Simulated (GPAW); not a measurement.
# SiC (Moissanite) (P6_3mc) in GPAW: notebook

Runs on SiC (Moissanite). Level: PBEsol. Tasks: relaxation of cell and atoms.

Program: GPAW 26.7.0. These are calculated values, not measurements. Logs are shortened: lines on timing, memory, paths and dates and some standing lists are left out, and cuts for length are marked. The log counts tension as positive stress, the text compression.

## Step 1: The crystal as given

Symmetry: P6_3mc, No. 186, hexagonal system. The conventional cell has a = 3.076 Å, b = 3.076 Å, c = 5.048 Å, α = 90.00°, β = 90.00°, γ = 120.00°. Around Si (site symmetry 3m) lie 4 C at 1.87 to 1.94 Å. C (site symmetry 3m) has 4 Si at 1.87 to 1.94 Å as nearest neighbours.

## Step 2: Relaxation of cell and atoms, PBEsol

File run.py:

```python
from ase import Atoms
from ase.filters import FrechetCellFilter
from ase.io import write
from ase.optimize import BFGS
from gpaw import GPAW, PW, setup_paths

setup_paths.insert(0, '.')

atoms = Atoms(['Si', 'Si', 'C', 'C'],
              cell=[[3.076, 0.0, 0.0],
                    [-1.538, 2.663894142, 0.0],
                    [0.0, 0.0, 5.048]],
              scaled_positions=[[0.6666666667, 0.3333333333, 0.5],
                                [0.3333333333, 0.6666666667, 0.0],
                                [0.6666666667, 0.3333333333, 0.885],
                                [0.3333333333, 0.6666666667, 0.385]],
              pbc=True)

calc = GPAW(mode=PW(800),
            xc='PBEsol',
            kpts={'size': (7, 7, 4), 'gamma': True},
            occupations={'name': 'fermi-dirac', 'width': 0.05},
            nbands=18,
            convergence={'density': 1e-05, 'forces': 0.0001},
            maxiter=150,
            txt='gpaw.txt')
atoms.calc = calc
opt = BFGS(FrechetCellFilter(atoms), trajectory='relax.traj', logfile='-')
done = opt.run(fmax=0.02, steps=60)
calc.write('gs.gpw')
write('result.traj', atoms)
print('Converged:', done)
print('Cell:', atoms.cell.cellpar().round(4))
print('Volume:', round(atoms.get_volume(), 4))
print(atoms.get_scaled_positions().round(5))
```

Potentials or basis: PAW data sets generated in the run's folder for this functional, pw.

The run is started by

```
$ gpaw-setup -f PBEsol C Si
$ OMP_NUM_THREADS=1 python run.py
```

gpaw.txt:

```text
__  _  _
 | _ |_)|_||  |
 |__||  | ||/\| - 26.7.0

Input parameters:
  mode=PW(ecut=800.0),
  convergence={'density': 1e-05, 'forces': 0.0001},
  kpts=MonkhorstPack(size=(7, 7, 4), gamma=True),
  maxiter=150,
  nbands=18,
  occupations=Occupations(name='fermi-dirac', width=0.05),
  xc=XC(name='PBEsol')

Diagonalizing LCAO Hamiltonian
Converting LCAO to pw mode

           C

           Si
        C

        Si

Atoms  # Å, Bohr magnetons
|   | symbol |         x |        y |        z |    initial magnetic moments |
|---|--------|-----------|----------|----------|-----------------------------|
| 0 |     Si |  1.538000 | 0.887965 | 2.524000 | ( 0.0000,  0.0000,  0.0000) |
| 1 |     Si | -0.000000 | 1.775929 | 0.000000 | ( 0.0000,  0.0000,  0.0000) |
| 2 |      C |  1.538000 | 0.887965 | 4.467480 | ( 0.0000,  0.0000,  0.0000) |
| 3 |      C | -0.000000 | 1.775929 | 1.943480 | ( 0.0000,  0.0000,  0.0000) |

Unit cell  # Å
| periodic |         x |        y |        z |  lengths |     angles |
|----------|-----------|----------|----------|----------|------------|
|      yes |  3.076000 | 0.000000 | 0.000000 | 3.076000 |  90.000000 |
|      yes | -1.538000 | 2.663894 | 0.000000 | 3.076000 |  90.000000 |
|      yes |  0.000000 | 0.000000 | 5.048000 | 5.048000 | 120.000000 |

Number of symmetries: 6
Symmetry operations  # r_c * U_cc + t_c -> r_c
|   | kind |            matrix            |
|---|------|------------------------------|
| 0 |  σ   |  1, 1, 0,  0,-1, 0,  0, 0, 1 |
| 1 |  E   |  1, 0, 0,  0, 1, 0,  0, 0, 1 |
| 2 |  C3  |  0, 1, 0, -1,-1, 0,  0, 0, 1 |
| 3 |  σ   |  0,-1, 0, -1, 0, 0,  0, 0, 1 |
| 4 |  σ   | -1, 0, 0,  1, 1, 0,  0, 0, 1 |
| 5 |  C3  | -1,-1, 0,  1, 0, 0,  0, 0, 1 |
[... 188 lines left out ...]
Gap: 2.479 eV
Transition (v -> c):
  (s=0, k=0, n=7, [0.00, 0.00, 0.00]) -> (s=0, k=22, n=8, [0.43, 0.29, 0.00])
Direct/indirect transitions are different
Direct gap: 4.015 eV
Transition at: (s=0, k=19, n=7, [0.43, 0.00, 0.00])

Stress tensor  # eV/Ang^3
|         x |         y |        z |
|-----------|-----------|----------|
| -0.019864 |  0.000000 | 0.000000 |
|  0.000000 | -0.019864 | 0.000000 |
|  0.000000 |  0.000000 | 0.012275 |

Forces  # eV/Ang
|        x |        y |        z |
|----------|----------|----------|
| -0.00000 |  0.00000 |  0.75869 |  # Si   0
|  0.00000 |  0.00000 |  0.75869 |  # Si   1
|  0.00000 | -0.00000 | -0.75867 |  # C    2
| -0.00000 |  0.00000 | -0.75865 |  # C    3
[... 10 lines left out ...]
Atoms  # Å, Bohr magnetons
|   | symbol |         x |        y |        z |    initial magnetic moments |
|---|--------|-----------|----------|----------|-----------------------------|
| 0 |     Si |  1.539129 | 0.888616 | 2.533690 | ( 0.0000,  0.0000,  0.0000) |
| 1 |     Si | -0.000000 | 1.777233 | 0.010834 | ( 0.0000,  0.0000,  0.0000) |
| 2 |      C |  1.539129 | 0.888616 | 4.454622 | ( 0.0000,  0.0000,  0.0000) |
| 3 |      C | -0.000000 | 1.777233 | 1.931766 | ( 0.0000,  0.0000,  0.0000) |

Unit cell  # Å
| periodic |         x |         y |        z |  lengths |     angles |
|----------|-----------|-----------|----------|----------|------------|
|      yes |  3.078257 | -0.000000 | 0.000000 | 3.078257 |  90.000000 |
|      yes | -1.539129 |  2.665849 | 0.000000 | 3.078257 |  90.000000 |
|      yes |  0.000000 |  0.000000 | 5.045712 | 5.045712 | 120.000000 |

Number of symmetries: 6
Symmetry operations  # r_c * U_cc + t_c -> r_c
|   | kind |            matrix            |
|---|------|------------------------------|
| 0 |  σ   |  1, 1, 0,  0,-1, 0,  0, 0, 1 |
| 1 |  E   |  1, 0, 0,  0, 1, 0,  0, 0, 1 |
| 2 |  C3  |  0, 1, 0, -1,-1, 0,  0, 0, 1 |
| 3 |  σ   |  0,-1, 0, -1, 0, 0,  0, 0, 1 |
| 4 |  σ   | -1, 0, 0,  1, 1, 0,  0, 0, 1 |
| 5 |  C3  | -1,-1, 0,  1, 0, 0,  0, 0, 1 |
[... 217 lines left out ...]
Atoms  # Å, Bohr magnetons
|   | symbol |         x |        y |        z |    initial magnetic moments |
|---|--------|-----------|----------|----------|-----------------------------|
| 0 |     Si |  1.540515 | 0.889417 | 2.546041 | ( 0.0000,  0.0000,  0.0000) |
| 1 |     Si | -0.000000 | 1.778833 | 0.023773 | ( 0.0000,  0.0000,  0.0000) |
| 2 |      C |  1.540515 | 0.889417 | 4.440640 | ( 0.0000,  0.0000,  0.0000) |
| 3 |      C | -0.000000 | 1.778833 | 1.918374 | ( 0.0000,  0.0000,  0.0000) |

Unit cell  # Å
| periodic |         x |         y |         z |  lengths |     angles |
|----------|-----------|-----------|-----------|----------|------------|
|      yes |  3.081029 | -0.000000 |  0.000000 | 3.081029 |  90.000000 |
|      yes | -1.540515 |  2.668250 | -0.000000 | 3.081029 |  90.000000 |
|      yes | -0.000000 | -0.000000 |  5.044534 | 5.044534 | 120.000000 |

Number of symmetries: 6
Symmetry operations  # r_c * U_cc + t_c -> r_c
|   | kind |            matrix            |
|---|------|------------------------------|
| 0 |  σ   |  1, 1, 0,  0,-1, 0,  0, 0, 1 |
| 1 |  E   |  1, 0, 0,  0, 1, 0,  0, 0, 1 |
| 2 |  C3  |  0, 1, 0, -1,-1, 0,  0, 0, 1 |
| 3 |  σ   |  0,-1, 0, -1, 0, 0,  0, 0, 1 |
| 4 |  σ   | -1, 0, 0,  1, 1, 0,  0, 0, 1 |
| 5 |  C3  | -1,-1, 0,  1, 0, 0,  0, 0, 1 |
[... 193 lines left out ...]
Stress tensor  # eV/Ang^3
|         x |         y |         z |
|-----------|-----------|-----------|
| -0.000765 |  0.000000 | -0.000000 |
|  0.000000 | -0.000765 |  0.000000 |
| -0.000000 |  0.000000 | -0.009489 |

Forces  # eV/Ang
|        x |       y |        z |
|----------|---------|----------|
| -0.00000 | 0.00000 | -0.04545 |  # Si   0
| -0.00000 | 0.00000 | -0.04545 |  # Si   1
|  0.00000 | 0.00000 |  0.04546 |  # C    2
|  0.00000 | 0.00000 |  0.04547 |  # C    3

Interpolating wave functions to new cell

           C

           Si
        C

        Si

Atoms  # Å, Bohr magnetons
|   | symbol |         x |        y |        z |    initial magnetic moments |
|---|--------|-----------|----------|----------|-----------------------------|
| 0 |     Si |  1.540488 | 0.889401 | 2.545674 | ( 0.0000,  0.0000,  0.0000) |
| 1 |     Si | -0.000000 | 1.778802 | 0.022579 | ( 0.0000,  0.0000,  0.0000) |
| 2 |      C |  1.540488 | 0.889401 | 4.443297 | ( 0.0000,  0.0000,  0.0000) |
| 3 |      C | -0.000000 | 1.778802 | 1.920205 | ( 0.0000,  0.0000,  0.0000) |

Unit cell  # Å
| periodic |         x |        y |        z |  lengths |     angles |
|----------|-----------|----------|----------|----------|------------|
|      yes |  3.080976 | 0.000000 | 0.000000 | 3.080976 |  90.000000 |
|      yes | -1.540488 | 2.668204 | 0.000000 | 3.080976 |  90.000000 |
|      yes | -0.000000 | 0.000000 | 5.046187 | 5.046187 | 120.000000 |

Number of symmetries: 6
Symmetry operations  # r_c * U_cc + t_c -> r_c
|   | kind |            matrix            |
|---|------|------------------------------|
| 0 |  σ   |  1, 1, 0,  0,-1, 0,  0, 0, 1 |
| 1 |  E   |  1, 0, 0,  0, 1, 0,  0, 0, 1 |
| 2 |  C3  |  0, 1, 0, -1,-1, 0,  0, 0, 1 |
| 3 |  σ   |  0,-1, 0, -1, 0, 0,  0, 0, 1 |
| 4 |  σ   | -1, 0, 0,  1, 1, 0,  0, 0, 1 |
| 5 |  C3  | -1,-1, 0,  1, 0, 0,  0, 0, 1 |
[... 133 lines left out ...]
SCF iterations
|iter     | |      energy | eigst |  dens |force |
|---------|-|-------------|-------|-------|------|
|iter:   1| |  -31.714286 | -3.18 |       |      |
|iter:   2| |  -31.714233 | -5.93 | -2.71 |      |
|iter:   3| |  -31.713922c| -5.02 | -2.75 |      |
|iter:   4| |  -31.713916c| -6.46 | -3.55 |      |
|iter:   5| |  -31.713916c| -7.80c| -4.29 |      |
|iter:   6| |  -31.713916c| -8.70c| -5.06c|      |
|iter:   7| |  -31.713916c| -9.54c| -5.67c|-3.89 |
|iter:   8| |  -31.713916c|-10.36c| -6.19c|-4.17c|

Converged in 8 steps
Energy contributions relative to reference atoms: (reference = -17789.317351)

Energy contributions:
  Kinetic:          32.422199
  Coulomb:         -27.452344
  Zero:             -0.026806
  External:          0.000000
  Xc:              -36.656965
  Entropy:          -0.000000
  Spinorbit:         0.000000
  ----------------------------
  Free energy:     -31.713916
  Extrapolated:    -31.713916
[... 57 lines left out ...]
Atoms  # Å, Bohr magnetons
|   | symbol |         x |        y |        z |    initial magnetic moments |
|---|--------|-----------|----------|----------|-----------------------------|
| 0 |     Si |  1.540597 | 0.889464 | 2.546594 | ( 0.0000,  0.0000,  0.0000) |
| 1 |     Si | -0.000000 | 1.778928 | 0.022359 | ( 0.0000,  0.0000,  0.0000) |
| 2 |      C |  1.540597 | 0.889464 | 4.445537 | ( 0.0000,  0.0000,  0.0000) |
| 3 |      C | -0.000000 | 1.778928 | 1.921303 | ( 0.0000,  0.0000,  0.0000) |

Unit cell  # Å
| periodic |         x |        y |         z |  lengths |     angles |
|----------|-----------|----------|-----------|----------|------------|
|      yes |  3.081194 | 0.000000 | -0.000000 | 3.081194 |  90.000000 |
|      yes | -1.540597 | 2.668392 |  0.000000 | 3.081194 |  90.000000 |
|      yes | -0.000000 | 0.000000 |  5.048469 | 5.048469 | 120.000000 |

Number of symmetries: 6
Symmetry operations  # r_c * U_cc + t_c -> r_c
|   | kind |            matrix            |
|---|------|------------------------------|
| 0 |  σ   |  1, 1, 0,  0,-1, 0,  0, 0, 1 |
| 1 |  E   |  1, 0, 0,  0, 1, 0,  0, 0, 1 |
| 2 |  C3  |  0, 1, 0, -1,-1, 0,  0, 0, 1 |
| 3 |  σ   |  0,-1, 0, -1, 0, 0,  0, 0, 1 |
| 4 |  σ   | -1, 0, 0,  1, 1, 0,  0, 0, 1 |
| 5 |  C3  | -1,-1, 0,  1, 0, 0,  0, 0, 1 |
[... 216 lines left out ...]
Atoms  # Å, Bohr magnetons
|   | symbol |         x |        y |        z |    initial magnetic moments |
|---|--------|-----------|----------|----------|-----------------------------|
| 0 |     Si |  1.540930 | 0.889656 | 2.549770 | ( 0.0000,  0.0000,  0.0000) |
| 1 |     Si | -0.000000 | 1.779313 | 0.022565 | ( 0.0000,  0.0000,  0.0000) |
| 2 |      C |  1.540930 | 0.889656 | 4.450593 | ( 0.0000,  0.0000,  0.0000) |
| 3 |      C | -0.000000 | 1.779313 | 1.923387 | ( 0.0000,  0.0000,  0.0000) |

Unit cell  # Å
| periodic |         x |        y |         z |  lengths |     angles |
|----------|-----------|----------|-----------|----------|------------|
|      yes |  3.081860 | 0.000000 | -0.000000 | 3.081860 |  90.000000 |
|      yes | -1.540930 | 2.668969 |  0.000000 | 3.081860 |  90.000000 |
|      yes | -0.000000 | 0.000000 |  5.054411 | 5.054411 | 120.000000 |

Number of symmetries: 6
Symmetry operations  # r_c * U_cc + t_c -> r_c
|   | kind |            matrix            |
|---|------|------------------------------|
| 0 |  σ   |  1, 1, 0,  0,-1, 0,  0, 0, 1 |
| 1 |  E   |  1, 0, 0,  0, 1, 0,  0, 0, 1 |
| 2 |  C3  |  0, 1, 0, -1,-1, 0,  0, 0, 1 |
| 3 |  σ   |  0,-1, 0, -1, 0, 0,  0, 0, 1 |
| 4 |  σ   | -1, 0, 0,  1, 1, 0,  0, 0, 1 |
| 5 |  C3  | -1,-1, 0,  1, 0, 0,  0, 0, 1 |
[... 185 lines left out ...]
Gap: 2.447 eV
Transition (v -> c):
  (s=0, k=0, n=7, [0.00, 0.00, 0.00]) -> (s=0, k=22, n=8, [0.43, 0.29, 0.00])
Direct/indirect transitions are different
Direct gap: 3.895 eV
Transition at: (s=0, k=19, n=7, [0.43, 0.00, 0.00])

Stress tensor  # eV/Ang^3
|         x |        y |         z |
|-----------|----------|-----------|
|  0.000124 | 0.000000 | -0.000000 |
| -0.000000 | 0.000124 |  0.000000 |
|  0.000000 | 0.000000 | -0.000906 |

Forces  # eV/Ang
|        x |        y |        z |
|----------|----------|----------|
|  0.00000 |  0.00000 |  0.01718 |  # Si   0
|  0.00000 |  0.00000 |  0.01720 |  # Si   1
| -0.00000 | -0.00000 | -0.01714 |  # C    2
|  0.00000 | -0.00000 | -0.01717 |  # C    3

# Writing to gs.gpw (mode='')
```

It took 1.9 min on 1 thread of Arm Neoverse V1, shared host; peak memory 0.23 GiB.

What came out:

```
Free energy                            : -31.7143 eV
Relaxed volume                         : 10.39 Å³/atom
Relaxed cell                           : a = 3.082 Å, b = 3.082 Å, c = 5.054 Å, α = 90.00°, β = 90.00°, γ = 120.00°
Space group after relaxing (to 0.05 Å) : P6_3mc (No. 186)
Energy gained by relaxing              : 9.4 meV/atom
Ionic steps                            : 6
Pressure after relaxing                : 0.0 GPa
Largest force after relaxing           : 0.017 eV/Å
Band gap on the k mesh                 : 2.45 eV, indirect (least direct gap 3.90 eV)
```

Forces on the atoms (eV/Å):
```
Si   0.000  0.000  0.017
Si   0.000  0.000  0.017
C    0.000  0.000 -0.017
C    0.000  0.000 -0.017
```

Step by step:
```csv
step,energy change (eV),largest force (eV/Å),pressure (GPa),volume (Å³)
1,0.0000,0.7587,1.47,41.36
2,-0.0267,0.4134,1.03,41.41
3,-0.0370,0.0455,0.59,41.47
4,-0.0372,0.0019,0.52,41.48
5,-0.0373,0.0141,0.39,41.51
6,-0.0376,0.0172,0.04,41.57
```

Final structure:
```xyz
4
Lattice="3.0819 0.0000 0.0000 -1.5409 2.6690 0.0000 0.0000 0.0000 5.0544" Properties=species:S:1:pos:R:3 pbc="T T T"
Si    1.5409    0.8897    2.5498
Si    0.0000    1.7793    0.0226
C     1.5409    0.8897    4.4506
C     0.0000    1.7793    1.9234
```

Levels at points of the mesh, in eV from the valence-band top:
| k point | band 4 | band 5 | band 6 | band 7 | band 8 | band 9 | band 10 | band 11 | band 12 | band 13 |
| --- | --- | --- | --- | --- | --- | --- | --- | --- | --- | --- |
| (0.00, 0.00, 0.00) | -1.33 | -1.33 | -0.10 | 0.00 | 0.00 | 4.69 | 6.14 | 6.55 | 6.55 | 7.64 |
| (0.00, 0.00, 0.50) | -4.45 | -0.72 | -0.72 | -0.72 | -0.72 | 5.78 | 5.78 | 7.24 | 7.24 | 7.24 |

Caveat: later steps reuse the first step's grids; an odd mesh through Γ misses points on the zone boundary, where band edges often lie. Expect the measured gap to be larger: semilocal functionals such as PBEsol lack the derivative discontinuity.

## Step 3: Relaxation of cell and atoms, PBEsol, target pressure 2 GPa, at which the enthalpy is minimised

run.py: that of step 2 with these lines changed.

```diff
@@ -4,2 +4,3 @@
 from ase.optimize import BFGS
+from ase.units import GPa
 from gpaw import GPAW, PW, setup_paths
@@ -27,3 +28,3 @@
 atoms.calc = calc
-opt = BFGS(FrechetCellFilter(atoms), trajectory='relax.traj', logfile='-')
+opt = BFGS(FrechetCellFilter(atoms, scalar_pressure=2 * GPa), trajectory='relax.traj', logfile='-')
 done = opt.run(fmax=0.02, steps=60)
```

Potentials or basis: PAW data sets generated in the run's folder for this functional, pw.

The run is started by

```
$ gpaw-setup -f PBEsol C Si
$ OMP_NUM_THREADS=1 python run.py
```

gpaw.txt:

```text
__  _  _
 | _ |_)|_||  |
 |__||  | ||/\| - 26.7.0

Input parameters:
  mode=PW(ecut=800.0),
  convergence={'density': 1e-05, 'forces': 0.0001},
  kpts=MonkhorstPack(size=(7, 7, 4), gamma=True),
  maxiter=150,
  nbands=18,
  occupations=Occupations(name='fermi-dirac', width=0.05),
  xc=XC(name='PBEsol')

Diagonalizing LCAO Hamiltonian
Converting LCAO to pw mode

           C

           Si
        C

        Si

Atoms  # Å, Bohr magnetons
|   | symbol |         x |        y |        z |    initial magnetic moments |
[... 983 lines left out ...]
Symmetry operations  # r_c * U_cc + t_c -> r_c
|   | kind |            matrix            |
|---|------|------------------------------|
| 0 |  σ   |  1, 1, 0,  0,-1, 0,  0, 0, 1 |
| 1 |  E   |  1, 0, 0,  0, 1, 0,  0, 0, 1 |
| 2 |  C3  |  0, 1, 0, -1,-1, 0,  0, 0, 1 |
| 3 |  σ   |  0,-1, 0, -1, 0, 0,  0, 0, 1 |
| 4 |  σ   | -1, 0, 0,  1, 1, 0,  0, 0, 1 |
| 5 |  C3  | -1,-1, 0,  1, 0, 0,  0, 0, 1 |
[... 215 lines left out ...]
Atoms  # Å, Bohr magnetons
|   | symbol |         x |        y |        z |    initial magnetic moments |
|---|--------|-----------|----------|----------|-----------------------------|
| 0 |     Si |  1.536460 | 0.887076 | 2.542590 | ( 0.0000,  0.0000,  0.0000) |
| 1 |     Si | -0.000000 | 1.774152 | 0.022652 | ( 0.0000,  0.0000,  0.0000) |
| 2 |      C |  1.536460 | 0.887076 | 4.437644 | ( 0.0000,  0.0000,  0.0000) |
| 3 |      C | -0.000000 | 1.774152 | 1.917704 | ( 0.0000,  0.0000,  0.0000) |

Unit cell  # Å
| periodic |         x |        y |         z |  lengths |     angles |
|----------|-----------|----------|-----------|----------|------------|
|      yes |  3.072921 | 0.000000 | -0.000000 | 3.072921 |  90.000000 |
|      yes | -1.536460 | 2.661227 |  0.000000 | 3.072921 |  90.000000 |
|      yes |  0.000000 | 0.000000 |  5.039878 | 5.039878 | 120.000000 |

Number of symmetries: 6
Symmetry operations  # r_c * U_cc + t_c -> r_c
|   | kind |            matrix            |
|---|------|------------------------------|
| 0 |  σ   |  1, 1, 0,  0,-1, 0,  0, 0, 1 |
| 1 |  E   |  1, 0, 0,  0, 1, 0,  0, 0, 1 |
| 2 |  C3  |  0, 1, 0, -1,-1, 0,  0, 0, 1 |
| 3 |  σ   |  0,-1, 0, -1, 0, 0,  0, 0, 1 |
| 4 |  σ   | -1, 0, 0,  1, 1, 0,  0, 0, 1 |
| 5 |  C3  | -1,-1, 0,  1, 0, 0,  0, 0, 1 |
[... 199 lines left out ...]
Forces  # eV/Ang
|        x |        y |        z |
|----------|----------|----------|
| -0.00000 | -0.00000 |  0.01357 |  # Si   0
| -0.00000 |  0.00000 |  0.01357 |  # Si   1
| -0.00000 |  0.00000 | -0.01353 |  # C    2
|  0.00000 |  0.00000 | -0.01354 |  # C    3

# Writing to gs.gpw (mode='')
```

stdout:

```text
Step          Energy          fmax
BFGS:    0      -31.160374        0.758694
BFGS:    1      -31.186727        0.414303
BFGS:    2      -31.196705        0.063890
BFGS:    3      -31.196917        0.048448
BFGS:    4      -31.196956        0.037133
BFGS:    5      -31.197047        0.013553
Converged: True
Cell: [  3.0729   3.0729   5.0399  90.      90.     120.    ]
Volume: 41.2148
[[0.66667 0.33333 0.50449]
 [0.33333 0.66667 0.00449]
 [0.66667 0.33333 0.88051]
 [0.33333 0.66667 0.38051]]
```

Run time: 1.9 min. Hardware: 1 thread of Arm Neoverse V1, shared host; peak memory 0.23 GiB.

Results:

```yaml
Free_energy: -31.7115 eV
Relaxed_volume: 10.30 Å³/atom
Relaxed_cell: a = 3.073 Å, b = 3.073 Å, c = 5.040 Å, α = 90.00°, β = 90.00°, γ = 120.00°
Space_group_after_relaxing_to_0.05_Å: P6_3mc (No. 186)
Energy_change_on_relaxing_the_enthalpy_is_what_falls: -8.7 meV/atom
Ionic_steps: 6
Pressure_after_relaxing: 2.0 GPa
Largest_force_after_relaxing: 0.014 eV/Å
Band_gap_on_the_k_mesh: 2.43 eV, indirect (least direct gap 3.91 eV)
```

Forces on the atoms (eV/Å):
```
Si   0.000  0.000  0.014
Si   0.000  0.000  0.014
C    0.000  0.000 -0.014
C    0.000  0.000 -0.014
```

Step by step:
```
step  energy change (eV)  largest force (eV/Å)  pressure (GPa)  volume (Å³)
   1              0.0000                0.7587            1.47        41.36
   2             -0.0262                0.4147            1.35        41.35
   3             -0.0356                0.0485            1.48        41.31
   4             -0.0357                0.0040            1.55        41.30
   5             -0.0355                0.0123            1.65        41.28
   6             -0.0348                0.0136            2.01        41.21
```

Final structure:
```
CELL_PARAMETERS angstrom
3.07292 0.00000 0.00000
-1.53646 2.66123 0.00000
0.00000 0.00000 5.03988
ATOMIC_POSITIONS crystal
Si 0.66667 0.33333 0.50449
Si 0.33333 0.66667 0.00449
C 0.66667 0.33333 0.88051
C 0.33333 0.66667 0.38051
```

Caveat: later steps reuse the first step's grids; an odd mesh through Γ misses points on the zone boundary, where band edges often lie.

(Continued in part 2 of 2.)
